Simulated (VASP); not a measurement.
# Sn (I4/mmm) in VASP: single point with PBE+D3(BJ)

Aim: the single point of Sn with PBE+D3(BJ).

All numbers are computed with VASP 6.6.1; they aren't measurements. Logs are shortened: lines on timing, memory, paths and dates and some standing lists are left out, and cuts for length are marked.

**1. The structure**

Symmetry: I4/mmm, No. 139, tetragonal system. Conventional cell: a = 4.374 Å, b = 4.374 Å, c = 2.843 Å, α = 90.00°, β = 90.00°, γ = 90.00°. Sn (site symmetry 4/mmm) is surrounded by 2 Sn at 2.84 Å.

This isn't the form of Sn at room conditions, which is tetragonal (white tin).

**2. Single point, PBE+D3(BJ)**

Input file INCAR:

```
SYSTEM = Sn
PREC = Accurate ; ENCUT = 520
EDIFF = 1E-7 ; ISMEAR = 0
SIGMA = 0.15 ; LREAL = .False.
LASPH = .True. ; NELM = 100
ALGO = Fast ; ISIF = 2
LWAVE = .False. ; LCHARG = .False.
GGA = PE ; IVDW = 12
NBANDS = 13
```

Input file KPOINTS:

```
Automatic mesh
0
Gamma
  20 20 20
  0 0 0
```

Input file POSCAR:

```
Sn
1.0
   -2.1872157555      2.1872157555      1.4216902411
    2.1872157555     -2.1872157555      1.4216902411
    2.1872157555      2.1872157555     -1.4216902411
Sn
1
Direct
    0.0000000000      0.0000000000      0.0000000000
```

Potentials or basis: VASP PAW PBE potentials, release 64 (Sn_d).

Command:

```
$ cat potpaw_PBE.64/Sn_d/POTCAR > POTCAR
$ mpirun -np 1 vasp_std > vasp.out
```

OUTCAR:

```text
SYSTEM = Sn
   PREC = Accurate
   ENCUT = 520
   EDIFF = 1E-7
   ISMEAR = 0
   LREAL = .False.
   LASPH = .True.
   NELM = 100
   ISIF = 2
   GGA = PE
   IVDW = 12
 IVDW          = 12

 ion  position               nearest neighbor table
   1  0.000  0.000  0.000-

  LATTYP: Found a body centered tetragonal cell.
 ALAT       =     4.3744315110
 C/A-ratio  =     0.6500000000

  Lattice vectors:

 A1 = (  -2.1872157555,   2.1872157555,   1.4216902411)
 A2 = (   2.1872157555,  -2.1872157555,   1.4216902411)
 A3 = (   2.1872157555,   2.1872157555,  -1.4216902411)

Analysis of symmetry for initial positions (statically):
=====================================================================
 Subroutine PRICEL returns:
 Original cell was already a primitive cell.

 Routine SETGRP: Setting up the symmetry group for a
 body centered tetragonal supercell.

 Subroutine GETGRP returns: Found 16 space group operations
 (whereof 16 operations were pure point group operations)
 out of a pool of 16 trial point group operations.

The static configuration has the point symmetry D_4h.

Analysis of symmetry for dynamics (positions and initial velocities):
=====================================================================
 Subroutine PRICEL returns:
 Original cell was already a primitive cell.

 Routine SETGRP: Setting up the symmetry group for a
 body centered tetragonal supercell.

 Subroutine GETGRP returns: Found 16 space group operations
 (whereof 16 operations were pure point group operations)
 out of a pool of 16 trial point group operations.

The dynamic configuration has the point symmetry D_4h.

 Subroutine INISYM returns: Found 16 space group operations
 (whereof 16 operations are pure point group operations),
 and found     1 'primitive' translations

----------------------------------------------------------------------------------------

                                     Primitive cell

  volume of cell :      27.2050

  direct lattice vectors                    reciprocal lattice vectors
    -2.187215756  2.187215756  1.421690241     0.000000000  0.228601133  0.351694051
     2.187215756 -2.187215756  1.421690241     0.228601133  0.000000000  0.351694051
     2.187215756  2.187215756 -1.421690241     0.228601133  0.228601133  0.000000000

  length of vectors
     3.404266245  3.404266245  3.404266245     0.419460586  0.419460586  0.323290823

  position of ions in fractional coordinates (direct lattice)
     0.000000000  0.000000000  0.000000000

  ion indices of the primitive-cell ions
   primitive index   ion index
                 1           1

[... 83 lines left out ...]
   NUPDOWN=      -1.0000    fix difference up-down
   EMIN   =  10.00;   EMAX   =-10.00  energy-range for DOS
   EFERMI =   0.00;   METHOD = LEGACY
   ISMEAR =     0;   SIGMA  =   0.15  broadening in eV -4-tet -1-fermi 0-gaus
   EFERMI_NEDOS =   21; number of points for ismear=-14 and -15
   IALGO  =     68    algorithm
   IMIX   =      4    mixing-type and parameters
     AMIX     =   0.40;   BMIX     =  1.00
     AMIX_MAG =   1.60;   BMIX_MAG =  1.00
  volume/ion in A,a.u.               =      27.20       183.59
  Fermi-wavevector in a.u.,A,eV,Ry     =   1.311902  2.479136 23.416813  1.721087
  Thomas-Fermi vector in A             =   2.442332
   LORBIT       =      0    0 simple, 1 ext, 2 COOP (PROOUT), +10 PAW based schemes
   GGA     = PE    functional components
   LHFCALC =     F    Hartree Fock is set to
   AEXX    =    0.0000 exact exchange contribution
   IVDW    =    12    specifies the selected vdW correction
   LEPSILON=     F    determine dielectric tensor
   LRPA    =     F    only Hartree local field effects (RPA)
 non-spin polarized calculation
 RMM-DIIS sequential band-by-band and
 Gauss-broadening in eV      SIGMA  =   0.15
  energy-cutoff  :      520.00
  volume of cell :       27.20
 maximum number of plane-waves:       753
 NGX is ok and might be reduce to    28
   NGX = 13   NGY = 13   NGZ = 13

 number of electron      13.9999995 magnetization

 Free energy of the ion-electron system (eV)
  ---------------------------------------------------
  ext. energy  EPLUGINS =         0.00000000
  ---------------------------------------------------
  free energy    TOTEN  =        -3.59692185 eV

  energy without entropy =       -3.59062224  energy(sigma->0) =       -3.59377205

 E-fermi :   8.1215     XC(G=0): -10.2912

 val. band max:        8.1192734904   @ k =  -0.2000  -0.2500   0.1500
 cond. band min:       8.1307180210   @ k =  -0.2000   0.4000   0.2000
 fundamental gap:      0.0114445306
 Fermi energy:         8.1215094987

 k-point     1 :       0.0000    0.0000    0.0000
  band No.  band energies     occupation
      1     -13.7945      2.00000
      2     -13.5827      2.00000
      3     -13.3888      2.00000
      4     -13.3692      2.00000
      5     -13.3692      2.00000
      6      -3.2272      2.00000
      7      12.4969      0.00000
      8      12.4969      0.00000
      9      15.9868      0.00000
     10      16.6475      0.00000
     11      20.7369      0.00000
     12      23.3309      0.00000
     13      23.3309      0.00000
[... 354 lines left out ...]
  band No.  band energies     occupation
      1     -13.5601      2.00000
      2     -13.5196      2.00000
      3     -13.4124      2.00000
      4     -13.4113      2.00000
      5     -13.3844      2.00000
      6      -0.4672      2.00000
      7       9.8095      0.00000
      8      10.3362      0.00000
      9      11.6104      0.00000
     10      16.5806      0.00000
     11      17.8053      0.00000
     12      21.4217      0.00000
     13      22.0717      0.00000

 [... further k-points ...]

------------------------ aborting loop because EDIFF is reached ----------------------------------------

 Edisp (eV)   -0.38756

 E8    (eV) :    -0.1870

  FORCE on cell =-STRESS in cart. coord.  units (eV):
  Direction    XX          YY          ZZ          XY          YZ          ZX
  --------------------------------------------------------------------------------------
  -------------------------------------------------------------------------------------
  Total      -0.32448    -0.32448     2.43006     0.00000    -0.00000     0.00000
  in kB     -19.10968   -19.10968   143.11336     0.00000    -0.00000     0.00000
  external pressure =       34.96 kB  Pullay stress =        0.00 kB

 VOLUME and BASIS-vectors are now :
 -----------------------------------------------------------------------------
  energy-cutoff  :      520.00
  volume of cell :       27.20
      direct lattice vectors                 reciprocal lattice vectors
    -2.187215756  2.187215756  1.421690241     0.000000000  0.228601133  0.351694051
     2.187215756 -2.187215756  1.421690241     0.228601133  0.000000000  0.351694051
     2.187215756  2.187215756 -1.421690241     0.228601133  0.228601133  0.000000000

 POSITION                                       TOTAL-FORCE (eV/Angst)
 -----------------------------------------------------------------------------------
      0.00000      0.00000      0.00000         0.000000      0.000000      0.000000
 -----------------------------------------------------------------------------------
    total drift:                               -0.000000     -0.000000     -0.000000

  FREE ENERGIE OF THE ION-ELECTRON SYSTEM (eV)
  ---------------------------------------------------
  free  energy   TOTEN  =        -3.9844845316 eV

  energy  without entropy=       -3.9781849188  energy(sigma->0) =       -3.98133473
```

OSZICAR:

```text
N       E                     dE             d eps       ncg     rms          rms(c)
DAV:   1     0.810025095180E+02    0.81003E+02   -0.71858E+03 17130   0.161E+03
DAV:   2     0.207028364867E+01   -0.78932E+02   -0.76388E+02 17511   0.338E+02
DAV:   3    -0.349626429097E+01   -0.55665E+01   -0.55470E+01 20059   0.738E+01
DAV:   4    -0.361227648018E+01   -0.11601E+00   -0.11599E+00 20142   0.113E+01
DAV:   5    -0.361622550805E+01   -0.39490E-02   -0.39489E-02 21844   0.204E+00    0.164E+00
RMM:   6    -0.360243329650E+01    0.13792E-01   -0.81667E-03 21475   0.123E+00    0.945E-01
RMM:   7    -0.359686744330E+01    0.55659E-02   -0.87834E-03 21622   0.115E+00    0.904E-02
RMM:   8    -0.359686599221E+01    0.14511E-05   -0.13845E-03 23646   0.484E-01    0.264E-02
RMM:   9    -0.359691658201E+01   -0.50590E-04   -0.52161E-04 26211   0.216E-01    0.213E-02
RMM:  10    -0.359691985906E+01   -0.32770E-05   -0.70076E-05 22760   0.118E-01    0.568E-03
RMM:  11    -0.359692180782E+01   -0.19488E-05   -0.38046E-05 27261   0.598E-02    0.451E-03
RMM:  12    -0.359692186040E+01   -0.52584E-07   -0.37549E-06 26893   0.180E-02    0.962E-04
RMM:  13    -0.359692185405E+01    0.63519E-08   -0.44034E-07 19263   0.586E-03
   1 F= -.39844845E+01 E0= -.39813347E+01  d E =-.629961E-02
```

stdout:

```text
POSCAR found type information on POSCAR Sn
 POSCAR found :  1 types and       1 ions
 scaLAPACK will be used
 LDA part: xc-table for (Slater+PW92), standard interpolation
 POSCAR, INCAR and KPOINTS ok, starting setup
 FFT: planning ... GRIDC
 FFT: planning ... GRID_SOFT
 FFT: planning ... GRID
 WAVECAR not read
 entering main loop
WARNING in EDDRMM: call to ZHEGV failed, returncode =   8  4     10
WARNING in EDDRMM: call to ZHEGV failed, returncode =   8  4     11
WARNING in EDDRMM: call to ZHEGV failed, returncode =   8  4     12
WARNING in EDDRMM: call to ZHEGV failed, returncode =   6  3     12
WARNING in EDDRMM: call to ZHEGV failed, returncode =   8  4     13
WARNING in EDDRMM: call to ZHEGV failed, returncode =   6  3     12
WARNING in EDDRMM: call to ZHEGV failed, returncode =   8  4     10
WARNING in EDDRMM: call to ZHEGV failed, returncode =   6  3     10
WARNING in EDDRMM: call to ZHEGV failed, returncode =   6  3     11
WARNING in EDDRMM: call to ZHEGV failed, returncode =   6  3     11
WARNING in EDDRMM: call to ZHEGV failed, returncode =   8  4     10
WARNING in EDDRMM: call to ZHEGV failed, returncode =   8  4     10
WARNING in EDDRMM: call to ZHEGV failed, returncode =   6  3     12
WARNING in EDDRMM: call to ZHEGV failed, returncode =   8  4     13
```

Run time: 2.5 min. Hardware: 1 thread of Intel Xeon Platinum 8488C (Sapphire Rapids), shared host; peak memory 0.33 GiB.

What came out:

```
Free energy                : -3.9845 eV
Pressure                   : 3.5 GPa
Band gap on the k mesh     : none (metal or under the smearing width)
Dispersion energy per atom : -0.388 eV
```

Caveat: pairwise dispersion overbinds metals, which lowers pressure and volume.
